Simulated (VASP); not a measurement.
# LiCl (distorted zincblende), PBE single-point calculation: VASP's output and Ansatz's

POSCAR

```
Li Cl
 1.0000000000000000
     0.0162000000000000    2.7526999999999999    2.7296000000000000
     2.6739999999999999    0.0026000000000000    2.7431000000000001
     2.7202000000000002    2.8125000000000000   -0.0436000000000000
 Li  Cl
   1   1
Cartesian
  0.0825933000000000  2.7797897699999998  2.7386120699999998
  1.3112182000000001  1.3479754399999999  1.2608766899999999
```

VASP ran with the recommended PBE PAW datasets (10 valence electrons in the cell).

From OUTCAR

```
k-points           NKPTS =    112   k-points in BZ     NKDIM =    112   number of bands    NBANDS=     12

   NELECT =      10.0000    total number of electrons

   dimension x,y,z NGX =    30 NGY =   28 NGZ =   30
   dimension x,y,z NGXF=    60 NGYF=   56 NGZF=   60

  energy-cutoff  :      520.00
  volume of cell :       41.24
      direct lattice vectors                 reciprocal lattice vectors
     0.016200000  2.752700000  2.729600000    -0.187055060  0.183740352  0.182168899
     2.674000000  0.002600000  2.743100000     0.189041620 -0.180040440  0.180442132
     2.720200000  2.812500000 -0.043600000     0.182903096  0.175888370 -0.178462392

 k-points in reciprocal lattice and weights: KPOINTS created by Atomic Simulation Env
   0.00000000  0.00000000  0.00000000       0.005
   0.16666667 -0.00000000 -0.00000000       0.009
   0.33333333 -0.00000000 -0.00000000       0.009
   0.50000000 -0.00000000 -0.00000000       0.005
  -0.00000000  0.16666667 -0.00000000       0.009
   0.16666667  0.16666667  0.00000000       0.009
   0.33333333  0.16666667 -0.00000000       0.009
   0.50000000  0.16666667 -0.00000000       0.009
   ...

 E-fermi :  -0.5918

 k-point     1 :       0.0000    0.0000    0.0000
  band No.  band energies     occupation
      1     -44.0618      2.00000
      2     -13.9126      2.00000
      3      -1.3820      2.00000
      4      -1.1658      2.00000
      5      -1.0768      2.00000
      6       4.7991      0.00000
      7       8.7894      0.00000
      8       9.1139      0.00000
      9       9.1441      0.00000
     10      13.0610      0.00000
     11      13.5458      0.00000
     12      15.9072      0.00000

 k-point     2 :       0.1667   -0.0000   -0.0000
  band No.  band energies     occupation
      1     -44.0614      2.00000
      2     -13.8406      2.00000
      3      -1.7850      2.00000
      4      -1.3921      2.00000
      5      -1.2198      2.00000
      6       5.4918      0.00000
      7       8.9199      0.00000
      8       9.0687      0.00000
      9       9.6787      0.00000
     10      12.4488      0.00000
     11      12.7656      0.00000
     12      15.1640      0.00000

 k-point     3 :       0.3333   -0.0000   -0.0000
  band No.  band energies     occupation
      1     -44.0606      2.00000
      2     -13.6885      2.00000
      3      -2.7628      2.00000
      4      -1.5462      2.00000
      5      -1.3759      2.00000
      6       6.6327      0.00000
      7       8.8038      0.00000
      8       9.2001      0.00000
      9       9.8903      0.00000
     10      13.0030      0.00000
     11      13.3990      0.00000
     12      14.8747      0.00000

 k-point     4 :       0.5000   -0.0000   -0.0000
  band No.  band energies     occupation
      1     -44.0603      2.00000
      2     -13.6081      2.00000
      3      -3.1912      2.00000
      4      -1.6126      2.00000
      5      -1.4483      2.00000
      6       7.0923      0.00000
      7       8.5834      0.00000
      8       9.4132      0.00000
      9       9.6949      0.00000
     10      14.5179      0.00000
     11      15.1737      0.00000
     12      15.3604      0.00000

 k-point     5 :      -0.0000    0.1667   -0.0000
  band No.  band energies     occupation
      1     -44.0614      2.00000
      2     -13.8406      2.00000
      3      -1.7496      2.00000
      4      -1.4453      2.00000
      5      -1.2053      2.00000
      6       5.5061      0.00000
      7       8.9779      0.00000
      8       9.1229      0.00000
      9       9.5043      0.00000
     10      12.5194      0.00000
     11      12.8100      0.00000
     12      15.1247      0.00000

 k-point     6 :       0.1667    0.1667    0.0000
  band No.  band energies     occupation
      1     -44.0613      2.00000
      2     -13.8241      2.00000
      3      -1.7884      2.00000
      4      -1.5087      2.00000
      5      -1.2982      2.00000
      6       5.5998      0.00000
      7       8.8037      0.00000
      8       9.6294      0.00000
      9       9.8222      0.00000
     10      11.0135      0.00000
     11      13.7574      0.00000
     12      17.0400      0.00000

 k-point     7 :       0.3333    0.1667   -0.0000
  band No.  band energies     occupation
      1     -44.0607      2.00000
      2     -13.7027      2.00000
      3      -2.4551      2.00000
      4      -1.7232      2.00000
      5      -1.4911      2.00000
      6       6.4137      0.00000
      7       9.0614      0.00000
      8       9.1627      0.00000
      9      10.2501      0.00000
     10      11.7041      0.00000
     11      14.0590      0.00000
     12      16.2138      0.00000

 ...

  Total        0.2448385      0.2062119      0.1934847      0.2079256      0.4195934      0.3042391
  in kB        9.5108473      8.0103806      7.5159874      8.0769528     16.2992710     11.8182854
  external PRESSURE =       8.3457384 kB  Pullay stress =       0.0000000 kB

 POSITION                                       TOTAL-FORCE (eV/Angst)
 -----------------------------------------------------------------------------------
      0.08259      2.77979      2.73861        -0.338269     -0.284107     -0.281285
      1.31122      1.34798      1.26088         0.338269      0.284107      0.281285
 -----------------------------------------------------------------------------------
    total drift:                                0.000122      0.000286      0.000044

  FREE ENERGIE OF THE ION-ELECTRON SYSTEM (eV)
  ---------------------------------------------------
  free  energy   TOTEN  =        -7.3840291078 eV

  energy  without entropy=       -7.3840291078  energy(sigma->0) =       -7.38402911
```

Datasets and cutoffs are each program's own. VASP's cell holds 10 valence electrons and Ansatz's 10. Ansatz's stress includes a Pulay correction; VASP's doesn't.

Question: What does Ansatz give for the same cell and level of theory?

Answer: gap between bands v and c on the k mesh 5.87 eV; least direct gap on the k mesh 5.87 eV; pressure 0.9 GPa; largest force 0.52 eV/Å.

Ansatz printed

```
SCF 1 converged in 6 iterations: F = -1287.833860 eV  dr2 = 3.52e-10
  greatest PAW one-centre occupation: 1.000 electrons in one spin orbital (limit 2), on the Li atom at site 0 (counted from 0), in its partial waves of l = 0
SCF converged after 6 iterations
Free energy (F): -1287.833860 eV
Harris-Foulkes:  -1287.833860 eV  (|F-HF|=2.24e-10)
Internal energy: -1287.833860 eV  (E = F + TS)
E sigma→0 (E₀):  -1287.833860 eV
Fermi energy:    2.780852 eV
--- Per-component energies (eV) ---
  E_band       = -118.598297
  E_kinetic    = 183.943927
  E_local      = -399.385862  (includes V_loc(G=0)·N_el)
  E_nonlocal   = -4.631778
  E_hartree    = 123.991159
  E_xc         = -118.552227
  E_vxc        = -136.722612  (∫ρ·V_xc dr)
  E_paw        = -680.500338  (= ΣΔE_a)
  E_vpaw       = -9.784191  (= ΣTr[D̂ρ^β])
  E_aug_tail   = 0.000104  (compensation charges beyond the density's cutoff)
  E_ewald      = -392.698846
  E_smearing   = -0.000000  (= −TS)
  E_closure    = 0.000000  (closes the sum)
  Σ components = -1287.833860   (vs F -1287.833860, Δ=0.00e0)
--- Forces (eV/Å), atoms counted from 1 ---
  atom   1  Li    -0.33397776    -0.28008971    -0.27736652
  atom   2  Cl     0.33397960     0.28008872     0.27736520
  max |Σ_I F_I| component: 1.85e-6 eV/Å
--- Stress (GPa, compression-positive) ---
        1.020769       0.785064       1.163793
        0.785066       0.867664       1.609416
        1.163793       1.609415       0.820991
  P = ⅓ Tr σ = 0.9031 GPa (9.031 kbar)
--- Band table (eV; the first three rows and the last of 112) ---
  k-point 0: bands = ["-43.1186", "-12.9927", "-0.4625", "-0.2446", "-0.1554", "5.7142", "9.6470", "9.9660", "9.9875"]
  k-point 1: bands = ["-43.1183", "-12.9287", "-0.8933", "-0.4842", "-0.2136", "6.4238", "9.6945", "10.1055", "10.3584"]
  k-point 2: bands = ["-43.1177", "-12.7944", "-1.8456", "-0.6305", "-0.3216", "7.5939", "9.9065", "10.0714", "10.5213"]
  k-point 111: bands = ["-43.1169", "-12.7245", "-2.3129", "-0.5603", "-0.4714", "7.9537", "9.9091", "10.4033", "10.6148"]
```
